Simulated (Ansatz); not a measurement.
**C (Graphite): how the settings move a relaxation**

Aim: see which settings change the result for C (Graphite), by how much, and at what cost.

Method: reference: DFT, PBE, PAW with Ansatz's default frozen-core files, scalar-relativistic, in Ansatz 0.2.0.

## (1) The system as given

It takes space group P-1 (No. 2, triclinic). Conventional cell: a = 2.456 Å, b = 2.456 Å, c = 3.566 Å, α = 80.09°, β = 69.86°, γ = 60.00°. Around C (site symmetry 1) lie 1 C at 1.21 Å.

Structure file:

```cif
data_structure
_symmetry_space_group_name_H-M 'P 1'
_symmetry_Int_Tables_number 1
_cell_length_a 3.9665
_cell_length_b 3.5661
_cell_length_c 2.4560
_cell_angle_alpha 80.086
_cell_angle_beta 62.329
_cell_angle_gamma 37.586
_cell_volume 17.49
loop_
_atom_site_label
_atom_site_type_symbol
_atom_site_fract_x
_atom_site_fract_y
_atom_site_fract_z
_atom_site_occupancy
C1 C 0.26083 0.78279 0.19484 1
C2 C 0.79269 0.20625 0.85714 1
```

## (2) Reference

input.yaml

```yaml
crystal:
  lattice:
    - [0.0, 2.127, 3.348]
    - [1.228, 0.0, 3.348]
    - [1.228, 2.127, 0.0]
  atoms:
    - { symbol: C, position: [0.26083375, 0.78278763, 0.19484055] }
    - { symbol: C, position: [0.79269087, 0.20625065, 0.85713603] }
kpoints:
  mp_grid: { grid: [11, 11, 11] }
scf:
  occupations: { method: fermi_dirac, width: 0.05 }
hamiltonian:
  xc: pbe
  pseudopotentials: { kind: paw }
output:
  forces: true
  stress: true
  efg: { contact_densities: true }
relax:
  f_tol: 0.01
  max_steps: 80
```

On the command line:

```
> ansatz run input.yaml --threads 1 --pin off --max-ram 2048MiB --backend cpu --events-out ev --progress --plain --runs-dir out
```

## (3) Changing settings: dispersion d4

Changes to input.yaml since step 2:

```diff
@@ -15,2 +15,3 @@
   pseudopotentials: { kind: paw }
+  dispersion: d4
 output:
```

Before running it: what results should come out? Wanted: for each run, ending; energy change; pressure; gap; force.

As calculated:

```
             run     ending                                     energy change  pressure (GPa)  gap (eV)  force (eV/Å)  cycles  time
       reference  converged                                                 0             4.6      0.69          0.00      29  13 s
1: dispersion d4  converged  -177.0 meV/atom (offset of the dispersion model)             1.3      0.69          0.00      29  16 s
```

The energy moves by -177.0 meV/atom, nearly all of it the dispersion term itself (-177.0 meV/atom); that offset belongs to the model and is no gain or loss of stability; the pressure goes from 4.6 to 1.3 GPa.
